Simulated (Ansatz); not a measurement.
# CoSi: the cost of one run

Computed with Ansatz 0.2.0 (DFT PBEsol, scalar-relativistic, plane waves, PAW, unless a step's input says otherwise).

The COD entry's cell or inner coordinates are ideal or old and differ from later refinements, so a difference from it is no clean test against experiment.

1 further run of the same task is left out (set aside as unsound or not needed).

## Step 1: The structure to begin with

It takes space group P2_13 (No. 198, cubic). Conventional cell: a = 4.386 Å, b = 4.386 Å, c = 4.386 Å, α = 90.00°, β = 90.00°, γ = 90.00°. Around Co (site symmetry 3) lie 7 Si at 2.30 to 2.40 Å. Si (site symmetry 3) is surrounded by 7 Co at 2.30 to 2.40 Å.

As a file:

```
CELL_PARAMETERS angstrom
4.38583 0.00000 0.00000
0.00000 4.38583 0.00000
0.00000 0.00000 4.38583
ATOMIC_POSITIONS crystal
Co 0.14564 0.14564 0.14564
Co 0.35436 0.85436 0.64564
Co 0.64564 0.35436 0.85436
Co 0.85436 0.64564 0.35436
Si 0.84333 0.84333 0.84333
Si 0.65667 0.15667 0.34333
Si 0.34333 0.65667 0.15667
Si 0.15667 0.34333 0.65667
```

This cell was relaxed beforehand with the same method: volume 10.55 Å³/atom, gap on the mesh none (metal).

## Step 2: The reference: the undisturbed cell on the scan's mesh

input.yaml reads:

```yaml
crystal:
  lattice:
    - [4.3858255221, 0.0, 0.0]
    - [0.0, 4.3858255221, 0.0]
    - [0.0, 0.0, 4.3858255221]
  atoms:
    - { symbol: Co, position: [0.1456446785, 0.1456446785, 0.1456446785] }
    - { symbol: Co, position: [0.3543553215, 0.8543553215, 0.6456446785] }
    - { symbol: Co, position: [0.6456446785, 0.3543553215, 0.8543553215] }
    - { symbol: Co, position: [0.8543553215, 0.6456446785, 0.3543553215] }
    - { symbol: Si, position: [0.8433288506, 0.8433288506, 0.8433288506] }
    - { symbol: Si, position: [0.6566711494, 0.1566711494, 0.3433288506] }
    - { symbol: Si, position: [0.3433288506, 0.6566711494, 0.1566711494] }
    - { symbol: Si, position: [0.1566711494, 0.3433288506, 0.6566711494] }
basis:
  ecutwfc: 420
kpoints:
  mp_grid: { grid: [8, 8, 8] }
hamiltonian:
  xc: pbesol
scf:
  occupations: { method: gaussian, width: 0.15 }
output:
  forces: true
  stress: true
  eigenvalues: true
  write_density: true
  write_potential: true
  elf: true
  volumetric_format: npy
```

Run with:

```sh
ansatz run input.yaml --threads 2 --pin off --max-ram 5120MiB --backend cpu --events-out ev --progress --plain --runs-dir out
```

Q: Estimate wall time and peak memory on 2 threads of Intel Xeon Platinum 8488C (Sapphire Rapids), shared host.

About 7.1 s, with a peak of 0.5 GiB.
